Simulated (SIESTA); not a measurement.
# MgO2 under changes of volume

One of the cells (10.390 Å³/atom); the others are scaled copies at fixed shape and fractional positions:

```xyz
3
Lattice="1.6048 0.9265 3.4940 -1.6048 0.9265 3.4940 0.0000 -1.8530 3.4940" Properties=species:S:1:pos:R:3 pbc="T T T"
Mg    0.0000    0.0000    0.0000
O     0.0000    0.0000    5.9874
O     0.0000    0.0000    4.4945
```

The cell comes from a database or a generator and needn't be the stable form of this composition.

```yaml
Program: SIESTA 5.4.2
Functional: LDA
Potentials_or_basis: PseudoDojo 0.4 standard (LDA files)
Basis: DZP (energy shift 0.003 Ry; two zetas on semicore shells)
Grid_cutoff: 800 Ry
Energy_shift: 0.003 Ry
k_mesh: 10 × 10 × 10
Occupations: fermi-dirac, width 0.05 eV
Spin: no spin polarisation
```

| volume (Å³/atom) | energy over the lowest point (meV/atom) | pressure (GPa) | gap on the mesh (eV) | largest force (eV/Å) |
| --- | --- | --- | --- | --- |
| 9.766 | 0.03 | 1.6 | 2.48 | 0.077 |
| 9.974 | 0.00 | -1.5 | 2.34 | 0.031 |
| 10.182 | 3.81 | -4.3 | 2.21 | 0.129 |
| 10.390 | 11.10 | -6.9 | 2.08 | 0.222 |
| 10.598 | 21.52 | -9.2 | 1.96 | 0.309 |
| 10.805 | ? | ? | ? | ? |
| 11.013 | 50.57 | -13.1 | 1.74 | 0.462 |

Question: What does the run at 10.805 Å³/atom give?

Answer: Energy over the lowest point 34.79 meV/atom; pressure -11.2 GPa; gap on the mesh 1.85 eV; largest force 0.388 eV/Å.

Worked out: A Birch-Murnaghan fit of order 3 (a polynomial in V^(-2/3)) to the other rows has its minimum at 9.87 Å³/atom with B0 = V·E''(V) = 147 GPa and B' = 3.8 at fixed shape and positions, which overstates the stiffness. It gives 34.73 meV/atom at 10.805 Å³/atom, against the run's 34.79, and -dE/dV = -11.2 GPa, against -11.2. A straight line through the other rows of the gap, of slope -6.17 eV per unit of ln V (its deformation potential), gives 1.85 eV, against the run's 1.85.

Energies are extrapolated to zero smearing.

Caveats: the basis of atomic orbitals isn't converged, which shifts pressures, moduli and gaps.

A mesh can miss the band edges.
